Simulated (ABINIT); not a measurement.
The system is BAs.

```xyz
2
Lattice="0.0000 2.3885 2.3885 2.3885 0.0000 2.3885 2.3885 2.3885 0.0000" Properties=species:S:1:pos:R:3 pbc="T T T"
As    3.5827    3.5827    3.5827
B     0.0000    0.0000    0.0000
```

Base run:

```yaml
Program: ABINIT 10.8.3 (patched build)
Functional: r2SCAN
Potentials_or_basis: JTH PAW PBE v2.0
Cutoff: 490 eV
k_mesh: 10 × 10 × 10
Occupations: fermi-dirac, width 0.05 eV
Spin: no spin polarisation
```

Its results: band gap on the k mesh 1.36 eV, indirect (least direct gap 3.43 eV); pressure 0.7 GPa.

Task: After a change of settings the same cell gave: band gap on the k mesh 1.41 eV, indirect (least direct gap 3.37 eV); pressure 7.6 GPa. Which change was it?
A. functional from r2SCAN to BLYP
B. functional from r2SCAN to RPBE
C. functional from r2SCAN to PBEsol
D. functional from r2SCAN to LDA

Result: A.

Caveats: the PAW data sets were made with another functional, which shifts forces and pressure a little.

Runs at the PBE level aren't shown here.
